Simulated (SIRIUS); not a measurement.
Au under changes of volume

One of the cells (17.192 Å³/atom); the others are scaled copies at fixed shape and fractional positions:

```xyz
1
Lattice="0.0000 2.0485 2.0485 2.0485 0.0000 2.0485 2.0485 2.0485 0.0000" Properties=species:S:1:pos:R:3 pbc="T T T"
Au    0.0000    0.0000    0.0000
```

```yaml
Program: SIRIUS 7.10.0
Functional: PBE
Potentials_or_basis: PseudoDojo 0.4.1 PBE standard (scalar relativistic)
Cutoff: 1054 eV
Density_cutoff: 4214 eV
k_mesh: 11 × 11 × 11
Occupations: fermi-dirac, width 0.05 eV
Spin: no spin polarisation
```

```csv
volume (Å³/atom),energy over the lowest point (meV/atom),pressure (GPa)
15.843,141.08,24.9
16.181,94.36,19.4
16.518,58.48,14.6
17.192,?,?
17.529,3.87,3.3
17.866,0.00,0.4
```

Problem. What does the run at 17.192 Å³/atom give?

Solution. Energy over the lowest point 14.30 meV/atom; pressure 6.6 GPa.

Worked out: A Birch-Murnaghan fit of order 3 (a polynomial in V^(-2/3)) to the other rows has its minimum at 17.91 Å³/atom, just outside them, with B0 = V·E''(V) = 145 GPa and B' = 5.5. It gives 14.30 meV/atom at 17.192 Å³/atom, against the run's 14.30, and -dE/dV = 6.7 GPa, against 6.6.

Energies are extrapolated to zero smearing.
